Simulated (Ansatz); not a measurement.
Computed with Ansatz, DFT PBE, scalar-relativistic, plane waves, PAW. All cells share a 420 eV cutoff and Γ-centred k meshes spaced at most about 0.3 Å⁻¹ (about 0.25 or finer for metals, 2π included). No spin polarisation.

Temperature and zero-point effects are left out.

Two forms of Si4O were relaxed alike.

A. Space group I4/mmm (No. 139), tetragonal, a = 4.003 Å, c = 9.433 Å. Si on a site of symmetry 4mm is surrounded by 4 Si at 2.49 Å; around Si on a site of symmetry mmm lie 2 O at 2.00 Å and 4 Si at 2.49 Å; O has 4 Si at 2.00 Å.

B. Space group Pmmm (No. 47), orthorhombic, a = 2.685 Å, b = 5.580 Å, c = 6.084 Å. Around Si on a site of symmetry mm2 lie 2 O at 2.03 Å and 6 Si at 2.56–2.68 Å; Si on a site of symmetry m2m is surrounded by 7 Si at 2.46–2.68 Å; O has 4 Si at 2.03 Å.

Question: Which is lower in energy, and by how much?

Answer: A is lower, by 59 meV/atom. A has space group I4/mmm (No. 139), 15.1 Å³/atom and no gap on its mesh; B has space group Pmmm (No. 47), 18.2 Å³/atom and no gap. A and B both hold Si–Si nets. Both come from invented guesses.

Weakly bound directions are ill-defined at this level, which has no dispersion term (I4/mmm), and this can change margins and order among such cells. Cells relaxed within their symmetry can be saddle points.
